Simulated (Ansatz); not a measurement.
**Calculated 73Ge NMR of the central transition for Ge₃N₄**

Cell: a computed structure from the Materials Project (it need not be an observed phase) whose atoms were relaxed with PBE, the cell held.

```yaml
crystal:
  lattice:
    - [8.05093, 0.00000, 0.00000]
    - [-4.02547, 6.97231, 0.00000]
    - [0.00000, 0.00000, 3.08352]
  atoms:
    - { symbol: Ge, position: [0.83145, 0.23790, 0.75000] }
    - { symbol: Ge, position: [0.59354, 0.83145, 0.25000] }
    - { symbol: Ge, position: [0.23790, 0.40646, 0.25000] }
    - { symbol: Ge, position: [0.76210, 0.59354, 0.75000] }
    - { symbol: Ge, position: [0.40646, 0.16855, 0.75000] }
    - { symbol: Ge, position: [0.16855, 0.76210, 0.25000] }
    - { symbol: N, position: [0.66667, 0.33333, 0.75000] }
    - { symbol: N, position: [0.33333, 0.66667, 0.25000] }
    - { symbol: N, position: [0.67018, 0.97507, 0.75000] }
    - { symbol: N, position: [0.69512, 0.67018, 0.25000] }
    - { symbol: N, position: [0.97507, 0.30488, 0.25000] }
    - { symbol: N, position: [0.02493, 0.69512, 0.75000] }
    - { symbol: N, position: [0.32982, 0.02493, 0.25000] }
    - { symbol: N, position: [0.30488, 0.32982, 0.75000] }
```

Sites (sets of like atoms) are named by element and the number of their first atom in this list.

All values are calculated (Ansatz; DFT, r2SCAN, plane waves and PAW, scalar-relativistic, 500 eV cutoff, Γ-centred 4×4×9 k-points, Fermi–Dirac smearing 0.02 eV), not measured.

73Ge has I = 9/2 and Q = -196.0 mb (Pyykkö 2018); at 28.2 T its Larmor frequency is ν₀ = 42.0 MHz. Only the quadrupole interaction is simulated: positions count from each site's isotropic chemical shift, and J coupling is left out, as are shift anisotropy and dipolar coupling, which fast spinning averages.

Task: Simulate the second-order pattern (fast magic-angle spinning, Gaussian broadening 0.3 kHz) of site Ge (4 N at 1.84–1.85 Å).

Result: The calculation gives C_Q = -13.1 MHz and η = 0.41, so ν_Q = 0.547 MHz and the centre of gravity lies at -143 ppm (-6.01 kHz).

(offset (kHz), height): (-15.26, 0), (-14.59, 5), (-13.93, 8), (-13.26, 9), (-12.59, 9), (-11.93, 10), (-11.26, 15), (-10.59, 33), (-9.93, 37), (-9.26, 44), (-8.59, 61), (-7.93, 100), (-7.26, 72), (-6.59, 66), (-5.93, 65), (-5.26, 68), (-4.59, 81), (-3.93, 97), (-3.26, 69), (-2.59, 58), (-1.93, 51), (-1.26, 47), (-0.59, 16), (0.07, 0)
